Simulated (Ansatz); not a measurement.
The calculation used DFT, r2SCAN, plane waves (500 eV) with PAW, scalar-relativistic in Ansatz 0.2.0. The PAW files were generated under PBE, with cores re-solved for the functional.

An element in the fcc structure gives this curve. The cell is scaled uniformly from the relaxed one, with fractional coordinates and shape fixed. Energies are extrapolated to zero smearing, pressures are those at the given smearing. Magnetic state: ferromagnetic.

```json
{"V (Å³/atom)": "9.552", "E − E₀ (meV/atom)": "126.9", "P (GPa)": "34.54", "sphere moment (μB)": "1.83"}
{"V (Å³/atom)": "9.986", "E − E₀ (meV/atom)": "53.3", "P (GPa)": "20.47", "sphere moment (μB)": "1.88"}
{"V (Å³/atom)": "10.420", "E − E₀ (meV/atom)": "12.8", "P (GPa)": "9.46", "sphere moment (μB)": "1.94"}
{"V (Å³/atom)": "10.855", "E − E₀ (meV/atom)": "-0.3", "P (GPa)": "0.08", "sphere moment (μB)": "1.97"}
{"V (Å³/atom)": "11.289", "E − E₀ (meV/atom)": "10.1", "P (GPa)": "-7.59", "sphere moment (μB)": "1.99"}
{"V (Å³/atom)": "11.723", "E − E₀ (meV/atom)": "39.2", "P (GPa)": "-13.70", "sphere moment (μB)": "2.01"}
{"V (Å³/atom)": "12.157", "E − E₀ (meV/atom)": "83.2", "P (GPa)": "-18.55", "sphere moment (μB)": "2.02"}
```

**Question.** Which element is it?
A. ruthenium
B. cobalt
C. rhodium
D. vanadium

**Answer.** B. Its fit is V₀ = 10.87 Å³/atom, B₀ = 209 GPa, B₀′ = 3.8.
